A Wannier function is a localised orbital made by combining the Bloch states of a group of bands. Its centre is the mean position in the function, and its spread is the mean square distance from that centre. Here eleven such functions were built for a layered MoS₂ crystal from a nonmagnetic density-functional calculation without spin-orbit coupling, and they were mixed among themselves until the sum of their spreads was as small as the procedure could make it. They span the seven highest occupied bands and a four-dimensional part of the empty ones, so they are a basis of atomic-like orbitals and not a picture of electron pairs.

The sizes are easy to keep in mind. A spread of 1.3 to 1.5 Å² means a root-mean-square radius a little above 1 Å. The centres lie about a tenth of an ångström or less from their atoms, while a function centred on a bond would sit 1.2 Å from Mo. Five functions belong to Mo and three to each S, as five d and two sets of three p orbitals should.

Wannier functions of MoS₂ (space group R3m, three-atom cell) computed with Ansatz 0.2.0, built from Mo d and S p projections on a 4×4×4 k mesh with disentanglement and spread minimisation. The underlying plane-wave calculation used RPBE, PAW datasets, a 420 eV cutoff and a 10×10×10 k mesh, without spin polarisation or spin–orbit coupling.

```csv
row,function a (fractional),function b (fractional),function c (fractional),function spread (angstrom^2)
1,0.041,-0.020,-0.020,1.293
2,-0.020,-0.020,0.041,1.293
3,-0.020,0.041,-0.020,1.293
4,0.000,0.005,-0.004,1.342
5,0.001,-0.005,0.004,1.342
6,0.254,0.250,0.256,1.393
7,0.254,0.256,0.250,1.393
8,0.410,0.412,0.420,1.398
9,0.420,0.412,0.410,1.398
10,0.245,0.247,0.247,1.478
11,0.419,0.425,0.419,1.482
```

The columns function a, function b and function c give each centre as fractions of the three cell edges, with Mo at the origin. The five Mo functions fall into a group of three (rows 1–3) and a group of two (rows 4 and 5). With six S atoms at the corners of a trigonal prism, d orbitals of Mo that follow the symmetry of the site would fall into one, two and two: $d_{z^2}$ alone, then $d_{x^2-y^2}$ with $d_{xy}$, then $d_{xz}$ with $d_{yz}$. The question is where the single $d_{z^2}$ has gone.

One answer is that it is still there and merely happens to have the same spread as one of the pairs. The centres rule this out. A $d_{z^2}$ function turns into itself under the threefold rotation about the axis through Mo, so its centre must lie on that axis. The centres of rows 1–3 all lie 0.11 Å to the side of it, and the rotation carries each into the next. These are three copies of one shape, pointing in three directions.

A more tempting answer is that three plus two is the familiar pattern of an octahedral site, with its threefold $t_{2g}$ and twofold $e_g$ sets. The count fits perfectly, but the geometry doesn't. Both S atoms lie on the long diagonal of the cell, at positions $(x,x,x)$. In an octahedron Mo is a centre of inversion, which takes $x$ to $1-x$, so the two S coordinates would add up to 1. In a prism the Mo layer is a mirror, which takes $x$ to $\tfrac{2}{3}-x$, and the sum would be two thirds.

The average centres of the functions on each S lie at 0.251 and 0.416, which add up to 0.667. The site is a prism. These averages are good stand-ins for the atoms, since they give back the Mo–S distance of the crystal to within about 0.01 Å. In a neighbouring polytype with octahedral layers the count of three plus two could be read as $t_{2g}$ and $e_g$, but functions that respect the inversion would then be centred exactly on Mo.

The third answer looks to the localisation itself. Let $\Omega_i$ be the spread of function $i$, $\langle r^2\rangle_i$ its mean square distance from the nucleus, and $\bar{\mathbf r}_i$ the offset of its centre from the nucleus. Then

$$\sum_i \Omega_i=\sum_i \langle r^2\rangle_i-\sum_i |\bar{\mathbf r}_i|^2 .$$

If functions on one atom are mixed only among themselves, the first sum on the right stays fixed. The total spread can then fall in one way only, by moving the centres apart. The procedure has no preference for orbitals with a definite symmetry label; it prefers those whose centres keep their distance.

Three equal hybrids do this well. Each takes one third of $d_{z^2}$ and two thirds of a combination of $d_{x^2-y^2}$ and $d_{xy}$, with the three combinations turned by 120° from one another. On this reading $d_{z^2}$ has not vanished but is shared out evenly. The orbital content was not analysed, so this assignment rests on symmetry. The trio is threefold, and its centres stay in the Mo plane to within the precision of the coordinates. That alone would also allow $d_{xz}$ and $d_{yz}$ as the partners of $d_{z^2}$. But those two are odd under reflection in the Mo plane of a prism, while $d_{z^2}$ is even, so their products with it cannot shift a centre sideways. A trio built from them would inherit only part of the offset that the pair has on its own, and mixing them in would gain nothing. Symmetry would let $d_{xz}$ and $d_{yz}$ mix with the in-plane pair so as to push centres above and below the Mo plane, but the heights of rows 1–5 show that the minimisation made no visible use of this here. In this crystal the stacking of the layers disturbs the mirror a little, but the S atoms still lie at nearly equal heights above and below Mo.

The d orbitals alone could not produce the shift, because the product of two d orbitals has the same value at opposite points around the nucleus. Some odd component has to be mixed in, from Mo p orbitals or from tails on S. A prism has no inversion centre and allows this. The symmetry of the prism also lets the in-plane Mo p orbitals mix with $d_{x^2-y^2}$ and $d_{xy}$, but offers no Mo p partner to $d_{xz}$ and $d_{yz}$. That agrees with the much smaller offset of rows 4 and 5, about 0.014 Å. Each hybrid of the trio leans away from one vertical edge of the prism, where two S atoms sit, and towards the open face on the other side.

The gain can be estimated from the table. For row 1 the squared offset is $0.111^2\approx0.012$ Å², and three such functions save about 0.037 Å² compared with three centred on the nucleus. This is an upper limit to what the mixing gains, because the unmixed in-plane pair might have had offsets of its own. It amounts to only a quarter of a per cent of the summed spread of all eleven functions. So small a gain can still settle the shape, because the mixing costs nothing in the other sum.

The same estimate shows what the offsets leave unexplained. Rows 1–3 are more compact than rows 4 and 5 by 0.049 Å², and the squared offsets account for about a quarter of that. The rest must lie in the mean square distance from the nucleus. A plausible guess is that $d_{xz}$ and $d_{yz}$, whose lobes point roughly towards the S atoms, carry larger tails there. The difference itself deserves some caution: the spreads come from a mesh of 4×4×4 points, coarser than that of the underlying calculation, and the empty part of the d space depends on the energy window from which it was drawn. The PAW datasets were also made for the PBE functional and not for the RPBE used here.

Sulphur provides a useful comparison, because it too sits on a threefold axis and yet does not form three equal functions. Each S keeps a pair and a single function. The single one is broader by about 0.085 Å², and its centre lies 0.13 Å further from the Mo plane, as suits a p orbital that points mainly out of the layer. It is not a pure one: rows 10 and 11 lie 0.004 and 0.011 Å off the axis, more than rounding allows, and the offsets of the pair cancel this, so a little of the pair is mixed in. A threefold axis therefore permits equal hybrids but does not enforce them. On S the centres are kept apart mainly in height. Three equal functions would give up that separation, worth about $\tfrac{2}{3}\times0.129^2\approx0.011$ Å², and to make up for it each centre would have to move about 0.06 Å sideways. If the three p functions mix only among themselves, so slight an admixture points to a sideways coupling somewhat too weak for that, and the pair with the single function is expected to win.

This matters when the functions are put to use. Wannier functions supply a compact Hamiltonian, and its on-site energies are easily read as a crystal-field scheme. If $\varepsilon_1$ is the on-site energy of $d_{z^2}$ and $\varepsilon_2$ that of the in-plane pair, three ideal hybrids all have the same energy, $(\varepsilon_1+2\varepsilon_2)/3$. The crystal-field splitting then appears as a coupling $(\varepsilon_1-\varepsilon_2)/3$ between hybrids on the same atom. Anyone who reads only the diagonal energies would conclude that the three orbitals are degenerate, and would repeat the octahedral mistake in another form.

The output below converts the centres to ångströms and applies the prism test and the offset formula to the rows concerned, with no fitted constant. The numbers decide firmly against a separate $d_{z^2}$ and against an octahedral site. They are consistent with hybrids made by localisation, whose exact composition remains an inference from symmetry.

Printed output of the fit:

```
Centres in angstrom:
  row  sideways offset from the threefold axis through the atom  distance from the Mo plane  spread in square angstrom
    1                                                    0.1112                     0.00615                      1.293
    2                                                    0.1112                     0.00615                      1.293
    3                                                    0.1112                     0.00615                      1.293
    4                                                   0.01424                     0.00615                      1.342
    5                                                   0.01447                           0                      1.342
    6                                                  0.009648                       1.476                      1.393
    7                                                  0.009648                       1.476                      1.393
    8                                                   0.01671                       1.488                      1.398
    9                                                   0.01671                       1.488                      1.398
   10                                                  0.003647                       1.605                      1.478
   11                                                   0.01094                       1.618                      1.482
Largest sideways error from rounding of the coordinates, angstrom: 0.001823
Largest height error from rounding of the coordinates, angstrom: 0.009226
Mean axis coordinate of the first S functions (rows 6, 7, 10), fractional: 0.251
Mean axis coordinate of the second S functions (rows 8, 9, 11), fractional: 0.4163
Sum of the two S coordinates (prism 0.667, octahedron 1): 0.6673
Second S coordinate that an octahedron would need, fractional: 0.749
Mo-S distance from the first S centres, angstrom: 2.373
Mo-S distance from the second S centres, angstrom: 2.381
Half the Mo-S contact, where a bond-centred function would lie, angstrom: 1.193
Mean shift of rows 1-3 away from the nearest S pair (positive is away), angstrom: 0.1112
Shift of rows 1-3 as percentage of the Mo-S contact: 4.662
Mean sideways offset of rows 4-5, angstrom: 0.01436
Summed squared offsets of rows 1-3, upper bound of the gain by mixing, square angstrom: 0.03711
The same bound as percentage of the summed spread of all functions: 0.2457
Spread of rows 4-5 less spread of rows 1-3, square angstrom: 0.049
Share of that difference due to the squared offsets, percent: 24.83
First S, single function less pair, spread in square angstrom: 0.085
Second S, single function less pair, spread in square angstrom: 0.084
First S, single function further from the Mo plane than the pair by, angstrom: 0.1292
Second S, single function further from the Mo plane than the pair by, angstrom: 0.1292
```
